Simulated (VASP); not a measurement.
# BN in VASP: a series of runs

One slab, BN, is run at these levels: PBE; tasks: single point.

All numbers are computed with VASP 6.6.1; they aren't measurements. Logs are shortened: lines on timing, memory, paths and dates and some standing lists are left out, and cuts for length are marked.

### 1 Starting point

The cell holds a slab with vacuum, 2 atoms: a = 2.498 Å, b = 2.498 Å, c = 12.000 Å, α = 90.00°, β = 90.00°, γ = 120.00°.

### 2 Single point, PBE

The input, INCAR:

```
ALGO = Normal
DIPOL = 0.5 0.5 0.500
EDIFF = 1E-7
ENCUT = 460
GGA = PE
IDIPOL = 3
ISIF = 2
ISMEAR = 0
LASPH = True
LCHARG = False
LDIPOL = True
LREAL = False
LVACPOTAV = True
LVHAR = True
LWAVE = False
NBANDS = 14
NELM = 120
PREC = Accurate
SIGMA = 0.05
```

The input, KPOINTS:

```
k-points
0
Gamma
  10 10 1
```

The input, POSCAR:

```
BN
1.0
    2.4982400000      0.0000000000      0.0000000000
   -1.2491200000      2.1635393000      0.0000000000
    0.0000000000      0.0000000000     12.0000000000
N B
1 1
Direct
    0.3333333333      0.6666666667      0.5000000000
    0.6666666667      0.3333333333      0.5000000000
```

Potentials or basis: VASP PAW PBE potentials, release 64 (N, B).

Started as:

```console
$ cat potpaw_PBE.64/N/POTCAR potpaw_PBE.64/B/POTCAR > POTCAR
$ mpirun -np 1 vasp_std > vasp.out
```

OUTCAR:

```text
EDIFF = 1E-7
   ENCUT = 460
   GGA = PE
   ISIF = 2
   ISMEAR = 0
   LASPH = True
   LREAL = False
   NELM = 120
   PREC = Accurate

 Found     14 irreducible k-points:

 Following reciprocal coordinates:
            Coordinates               Weight
  0.000000  0.000000  0.000000      1.000000
  0.100000  0.000000  0.000000      6.000000
  0.200000  0.000000  0.000000      6.000000
  0.300000  0.000000  0.000000      6.000000
  0.400000 -0.000000  0.000000      6.000000
  0.500000  0.000000  0.000000      3.000000
   k-points           NKPTS =     14   k-points in BZ     NKDIM =     14   number of bands    NBANDS=     14
   number of dos      NEDOS =    301   number of ions     NIONS =      2
   total plane-waves  NPLWV =  27216
   dimension x,y,z NGX =    18 NGY =   18 NGZ =   84
   dimension x,y,z NGXF=    36 NGYF=   36 NGZF=  168
   ions per type =               1   1
   NGX,Y,Z   is equivalent  to a cutoff of  11.98, 11.98, 11.64 a.u.
   NGXF,Y,Z  is equivalent  to a cutoff of  23.96, 23.96, 23.27 a.u.
 SYSTEM =  unknown system
   PREC   = accura    normal or accurate (medium, high low for compatibility)
   ISTART =      0    job   : 0-new  1-cont  2-samecut
   ICHARG =      2    charge: 1-file 2-atom 10-const
   ISPIN  =      1    spin polarized calculation?
   LNONCOLLINEAR =      F non collinear calculations
   LSORBIT =      F    spin-orbit coupling
   LASPH  =      T    aspherical Exc in radial PAW
   ENCUT  =  460.0 eV  33.81 Ry    5.81 a.u.   4.37  4.37 20.99*2*pi/ulx,y,z
   NELM   =    120;   NELMIN=  2; NELMDL= -5     # of ELM steps
   EDIFF  = 0.1E-06   stopping-criterion for ELM
   LREAL  =      F    real-space projection
   EDIFFG = 0.1E-05   stopping-criterion for IOM
   NSW    =      0    number of steps for IOM
   IBRION =     -1    ionic relax: 0-MD 1-quasi-New 2-CG
   NFREE  =      0    steps in history (QN), initial steepest desc. (CG)
   ISIF   =      2    stress and relaxation
   ISYM   =      2    0-nonsym 1-usesym 2-fastsym
   POTIM  = 0.5000    time-step for ionic-motion
   TEBEG  =    0.0;   TEEND  =   0.0 temperature during run
   PSTRESS=    0.0 pullay stress
   NELECT =       8.0000    total number of electrons
   NUPDOWN=      -1.0000    fix difference up-down
   EMIN   =  10.00;   EMAX   =-10.00  energy-range for DOS
   EFERMI =   0.00;   METHOD = LEGACY
   ISMEAR =     0;   SIGMA  =   0.05  broadening in eV -4-tet -1-fermi 0-gaus
   EFERMI_NEDOS =   21; number of points for ismear=-14 and -15
   IALGO  =     38    algorithm
   IMIX   =      4    mixing-type and parameters
     AMIX     =   0.40;   BMIX     =  1.00
     AMIX_MAG =   1.60;   BMIX_MAG =  1.00
  volume/ion in A,a.u.               =      32.43       218.85
  Fermi-wavevector in a.u.,A,eV,Ry     =   0.814913  1.539963  9.035408  0.664084
  Thomas-Fermi vector in A             =   1.924906
   LORBIT       =      0    0 simple, 1 ext, 2 COOP (PROOUT), +10 PAW based schemes
   GGA     = PE    functional components
   LHFCALC =     F    Hartree Fock is set to
   AEXX    =    0.0000 exact exchange contribution
   IVDW    =     0    specifies the selected vdW correction
   LEPSILON=     F    determine dielectric tensor
   LRPA    =     F    only Hartree local field effects (RPA)
 non-spin polarized calculation
 Gauss-broadening in eV      SIGMA  =   0.05
  energy-cutoff  :      460.00
  volume of cell :       64.86
 maximum number of plane-waves:      1499
 NGX is ok and might be reduce to    18
   NGX =  9   NGY =  9   NGZ = 41

 dipolmoment           0.000000      0.000000     -0.000000 electrons x Angstroem

 number of electron       7.9999997 magnetization

 dipolmoment           0.000000      0.000000      0.000000 electrons x Angstroem

 Free energy of the ion-electron system (eV)
  ---------------------------------------------------
  ext. energy  EPLUGINS =         0.00000000
  ---------------------------------------------------
  free energy    TOTEN  =       -17.59786685 eV

  energy without entropy =      -17.59786685  energy(sigma->0) =      -17.59786685

 E-fermi :  -3.4639     XC(G=0):  -3.4924

 val. band max:       -3.7365732062   @ k =   0.3000   0.3000   0.0000
 cond. band min:       1.0804673891   @ k =   0.0000   0.0000   0.0000
 fundamental gap:      4.8170405953
 Fermi energy:        -3.4638864726

 k-point     1 :       0.0000    0.0000    0.0000
  band No.  band energies     occupation
      1     -21.2613      2.00000
      2      -8.8340      2.00000
      3      -4.8806      2.00000
      4      -4.8806      2.00000
      5       1.0805      0.00000
      6       2.3087      0.00000
      7       3.0736      0.00000
      8       6.0451      0.00000
      9       6.9482      0.00000
     10       8.1020      0.00000
     11       8.1020      0.00000
     12       9.6416      0.00000
     13      10.5775      0.00000
     14      13.4546      0.00000

 k-point     2 :       0.1000    0.0000    0.0000
  band No.  band energies     occupation
      1     -21.0682      2.00000
      2      -8.5742      2.00000
      3      -5.6720      2.00000
      4      -5.2464      2.00000
      5       1.4103      0.00000
      6       2.6060      0.00000
      7       3.3996      0.00000
      8       6.2467      0.00000
      9       7.2392      0.00000
     10       8.0664      0.00000
     11       8.9518      0.00000
     12       9.2453      0.00000
     13      11.1113      0.00000
     14      13.5467      0.00000

 k-point     3 :       0.2000    0.0000    0.0000
  band No.  band energies     occupation
      1     -20.5051      2.00000
      2      -7.8131      2.00000
      3      -7.5540      2.00000
      4      -6.0702      2.00000
      5       2.3589      0.00000
      6       3.4541      0.00000
      7       4.3457      0.00000
      8       6.3790      0.00000
      9       7.4068      0.00000
     10       8.5434      0.00000
     11       8.6747      0.00000
     12      11.1772      0.00000
     13      12.4203      0.00000
     14      14.0298      0.00000

 k-point     4 :       0.3000    0.0000    0.0000
  band No.  band energies     occupation
      1     -19.6370      2.00000
      2      -9.7472      2.00000
      3      -6.9086      2.00000
      4      -6.6228      2.00000
      5       3.8722      0.00000
      6       4.0115      0.00000
      7       5.7691      0.00000
      8       5.8254      0.00000
      9       7.3186      0.00000
     10       9.3566      0.00000
     11      10.1874      0.00000
     12      13.7201      0.00000
     13      14.1448      0.00000
     14      14.6931      0.00000

 k-point     5 :       0.4000   -0.0000    0.0000
  band No.  band energies     occupation
      1     -18.6641      2.00000
      2     -11.6360      2.00000
      3      -7.4905      2.00000
      4      -5.2377      2.00000
      5       2.3003      0.00000
      6       5.6782      0.00000
      7       7.0696      0.00000
      8       7.4939      0.00000
      9       8.3962      0.00000
     10      11.1094      0.00000
     11      11.8310      0.00000
     12      12.6930      0.00000
     13      13.3278      0.00000
     14      14.3512      0.00000

 k-point     6 :       0.5000    0.0000    0.0000
  band No.  band energies     occupation
      1     -18.1547      2.00000
      2     -12.4679      2.00000
      3      -7.6955      2.00000
      4      -4.4615      2.00000
      5       1.2668      0.00000
      6       6.2741      0.00000
      7       8.9297      0.00000
      8       9.3429      0.00000
      9       9.7479      0.00000
     10      10.4865      0.00000
     11      10.9465      0.00000
     12      11.2162      0.00000
     13      13.0222      0.00000
     14      14.4317      0.00000

 [... further k-points ...]

------------------------ aborting loop because EDIFF is reached ----------------------------------------

  FORCE on cell =-STRESS in cart. coord.  units (eV):
  Direction    XX          YY          ZZ          XY          YZ          ZX
  --------------------------------------------------------------------------------------
  -------------------------------------------------------------------------------------
  Total        0.6322177      0.6322177     -0.1146254      0.0000000      0.0000000     -0.0000000
  in kB       15.6169790     15.6169789     -2.8314651      0.0000000      0.0000000     -0.0000000
  external PRESSURE =       9.4674976 kB  Pullay stress =       0.0000000 kB

 VOLUME and BASIS-vectors are now :
 -----------------------------------------------------------------------------
  energy-cutoff  :      460.00
  volume of cell :       64.86
      direct lattice vectors                 reciprocal lattice vectors
     2.498240000  0.000000000  0.000000000     0.400281798  0.231102805  0.000000000
    -1.249120000  2.163539300  0.000000000     0.000000000  0.462205609  0.000000000
     0.000000000  0.000000000 12.000000000     0.000000000  0.000000000  0.083333333

 POSITION                                       TOTAL-FORCE (eV/Angst)
 -----------------------------------------------------------------------------------
     -0.00000      1.44236      6.00000         0.000000     -0.000000      0.000000
      1.24912      0.72118      6.00000        -0.000000      0.000000      0.000000
 -----------------------------------------------------------------------------------
    total drift:                                0.000002     -0.000001     -0.000000

  FREE ENERGIE OF THE ION-ELECTRON SYSTEM (eV)
  ---------------------------------------------------
  free  energy   TOTEN  =       -17.5978668456 eV

  energy  without entropy=      -17.5978668456  energy(sigma->0) =      -17.59786685

 vacuum level on the upper side and lower side of the slab         2.248         2.248
```

It took 12 s on 1 thread of Intel Xeon Platinum 8259CL at 2.50GHz (Skylake/Cascade Lake), shared host; peak memory 0.16 GiB.

The run converged, but some of its settings lie outside the range that counts as converged, so its numbers aren't taken as properties of the slab.

Results:

```yaml
Free_energy: -17.5979 eV
Band_gap_on_the_k_mesh: 4.82 eV, indirect (least direct gap 5.05 eV)
Ionisation_potential_of_the_upper_face: 5.98 eV
```

Caveat: the cutoff is under 1.25 times the usual one of these potentials, so pressure, stress and relaxed cells hold a basis-set (Pulay) error.

### 3 Single point, PBE

INCAR, as its differences from that of step 2:

```diff
@@ -18,2 +18,2 @@
 PREC = Accurate
-SIGMA = 0.05
+SIGMA = 0.02
```

KPOINTS is that of step 2.

POSCAR is that of step 2.

Potentials or basis: VASP PAW PBE potentials, release 64 (N, B).

Started as:

```console
$ cat potpaw_PBE.64/N/POTCAR potpaw_PBE.64/B/POTCAR > POTCAR
$ mpirun -np 1 vasp_std > vasp.out
```

OUTCAR:

```text
EDIFF = 1E-7
   ENCUT = 460
   GGA = PE
   ISIF = 2
   ISMEAR = 0
   LASPH = True
   LREAL = False
   NELM = 120
   PREC = Accurate

 Found     14 irreducible k-points:

 Following reciprocal coordinates:
            Coordinates               Weight
  0.000000  0.000000  0.000000      1.000000
  0.100000  0.000000  0.000000      6.000000
  0.200000  0.000000  0.000000      6.000000
  0.300000  0.000000  0.000000      6.000000
  0.400000 -0.000000  0.000000      6.000000
  0.500000  0.000000  0.000000      3.000000
   k-points           NKPTS =     14   k-points in BZ     NKDIM =     14   number of bands    NBANDS=     14
   number of dos      NEDOS =    301   number of ions     NIONS =      2
   total plane-waves  NPLWV =  27216
   dimension x,y,z NGX =    18 NGY =   18 NGZ =   84
   dimension x,y,z NGXF=    36 NGYF=   36 NGZF=  168
   ions per type =               1   1
   NGX,Y,Z   is equivalent  to a cutoff of  11.98, 11.98, 11.64 a.u.
   NGXF,Y,Z  is equivalent  to a cutoff of  23.96, 23.96, 23.27 a.u.
 SYSTEM =  unknown system
   PREC   = accura    normal or accurate (medium, high low for compatibility)
   ISTART =      0    job   : 0-new  1-cont  2-samecut
   ICHARG =      2    charge: 1-file 2-atom 10-const
   ISPIN  =      1    spin polarized calculation?
   LNONCOLLINEAR =      F non collinear calculations
   LSORBIT =      F    spin-orbit coupling
   LASPH  =      T    aspherical Exc in radial PAW
   ENCUT  =  460.0 eV  33.81 Ry    5.81 a.u.   4.37  4.37 20.99*2*pi/ulx,y,z
   NELM   =    120;   NELMIN=  2; NELMDL= -5     # of ELM steps
   EDIFF  = 0.1E-06   stopping-criterion for ELM
   LREAL  =      F    real-space projection
   EDIFFG = 0.1E-05   stopping-criterion for IOM
   NSW    =      0    number of steps for IOM
   IBRION =     -1    ionic relax: 0-MD 1-quasi-New 2-CG
   NFREE  =      0    steps in history (QN), initial steepest desc. (CG)
   ISIF   =      2    stress and relaxation
   ISYM   =      2    0-nonsym 1-usesym 2-fastsym
   POTIM  = 0.5000    time-step for ionic-motion
   TEBEG  =    0.0;   TEEND  =   0.0 temperature during run
   PSTRESS=    0.0 pullay stress
   NELECT =       8.0000    total number of electrons
   NUPDOWN=      -1.0000    fix difference up-down
   EMIN   =  10.00;   EMAX   =-10.00  energy-range for DOS
   EFERMI =   0.00;   METHOD = LEGACY
   ISMEAR =     0;   SIGMA  =   0.02  broadening in eV -4-tet -1-fermi 0-gaus
   EFERMI_NEDOS =   21; number of points for ismear=-14 and -15
[... 28 lines left out ...]
 Free energy of the ion-electron system (eV)
  ---------------------------------------------------
  ext. energy  EPLUGINS =         0.00000000
  ---------------------------------------------------
  free energy    TOTEN  =       -17.59786685 eV

  energy without entropy =      -17.59786685  energy(sigma->0) =      -17.59786685

 E-fermi :  -3.5841     XC(G=0):  -3.4924

 val. band max:       -3.7365732062   @ k =   0.3000   0.3000   0.0000
 cond. band min:       1.0804673891   @ k =   0.0000   0.0000   0.0000
 fundamental gap:      4.8170405954
 Fermi energy:        -3.5841498264

 k-point     1 :       0.0000    0.0000    0.0000
  band No.  band energies     occupation
      1     -21.2613      2.00000
      2      -8.8340      2.00000
      3      -4.8806      2.00000
      4      -4.8806      2.00000
      5       1.0805      0.00000
      6       2.3087      0.00000
      7       3.0736      0.00000
      8       6.0451      0.00000
      9       6.9482      0.00000
     10       8.1020      0.00000
     11       8.1020      0.00000
     12       9.6416      0.00000
     13      10.5775      0.00000
     14      13.4546      0.00000
[... 71 lines left out ...]
      1     -18.1547      2.00000
      2     -12.4679      2.00000
      3      -7.6955      2.00000
      4      -4.4615      2.00000
      5       1.2668      0.00000
      6       6.2741      0.00000
      7       8.9297      0.00000
      8       9.3429      0.00000
      9       9.7479      0.00000
     10      10.4865      0.00000
     11      10.9465      0.00000
     12      11.2162      0.00000
     13      13.0222      0.00000
     14      14.4317      0.00000

 [... further k-points ...]

------------------------ aborting loop because EDIFF is reached ----------------------------------------

  FORCE on cell =-STRESS in cart. coord.  units (eV):
  Direction    XX          YY          ZZ          XY          YZ          ZX
  --------------------------------------------------------------------------------------
  -------------------------------------------------------------------------------------
  Total        0.6322177      0.6322177     -0.1146254      0.0000000     -0.0000000      0.0000000
  in kB       15.6169790     15.6169790     -2.8314651      0.0000000     -0.0000000      0.0000000
  external PRESSURE =       9.4674976 kB  Pullay stress =       0.0000000 kB

 VOLUME and BASIS-vectors are now :
 -----------------------------------------------------------------------------
  energy-cutoff  :      460.00
  volume of cell :       64.86
      direct lattice vectors                 reciprocal lattice vectors
     2.498240000  0.000000000  0.000000000     0.400281798  0.231102805  0.000000000
    -1.249120000  2.163539300  0.000000000     0.000000000  0.462205609  0.000000000
     0.000000000  0.000000000 12.000000000     0.000000000  0.000000000  0.083333333

 POSITION                                       TOTAL-FORCE (eV/Angst)
 -----------------------------------------------------------------------------------
     -0.00000      1.44236      6.00000         0.000000     -0.000000      0.000000
      1.24912      0.72118      6.00000        -0.000000      0.000000      0.000000
 -----------------------------------------------------------------------------------
    total drift:                                0.000002     -0.000001     -0.000000

  FREE ENERGIE OF THE ION-ELECTRON SYSTEM (eV)
  ---------------------------------------------------
  free  energy   TOTEN  =       -17.5978668456 eV

  energy  without entropy=      -17.5978668456  energy(sigma->0) =      -17.59786685

 vacuum level on the upper side and lower side of the slab         2.248         2.248
```

OSZICAR:

```text
N       E                     dE             d eps       ncg     rms          rms(c)
DAV:   1     0.363391970820E+02    0.36339E+02   -0.32555E+03   392   0.396E+02
DAV:   2    -0.165975235403E+02   -0.52937E+02   -0.49161E+02   502   0.117E+02
DAV:   3    -0.195360526926E+02   -0.29385E+01   -0.29280E+01   502   0.300E+01
[... 11 lines left out ...]
DAV:  15    -0.175978449309E+02   -0.18937E-03   -0.26904E-05   442   0.151E-02    0.133E-03
DAV:  16    -0.175978637403E+02   -0.18809E-04   -0.14707E-06   430   0.349E-03    0.697E-04
DAV:  17    -0.175978664516E+02   -0.27113E-05   -0.13751E-07   410   0.122E-03    0.882E-05
DAV:  18    -0.175978668314E+02   -0.37989E-06   -0.97990E-09   442   0.338E-04    0.441E-05
DAV:  19    -0.175978668456E+02   -0.14177E-07   -0.15831E-10   450   0.438E-05
   1 F= -.17597867E+02 E0= -.17597867E+02  d E =-.403478E-28
```

Wall time 12 s (1 thread of Intel Xeon Platinum 8259CL at 2.50GHz (Skylake/Cascade Lake), shared host); peak memory 0.16 GiB.

These settings aren't checked as converged: the numbers below hold their error.

Results:

| Item | Value |
| --- | --- |
| Free energy | -17.5979 eV |
| Band gap on the k mesh | 4.82 eV, indirect (least direct gap 5.05 eV) |
| Ionisation potential of the upper face | 5.98 eV |

Caveat: the cutoff is under 1.25 times the usual one of these potentials, so pressure, stress and relaxed cells hold a basis-set (Pulay) error.

(Part 1 of 2 ends here.)
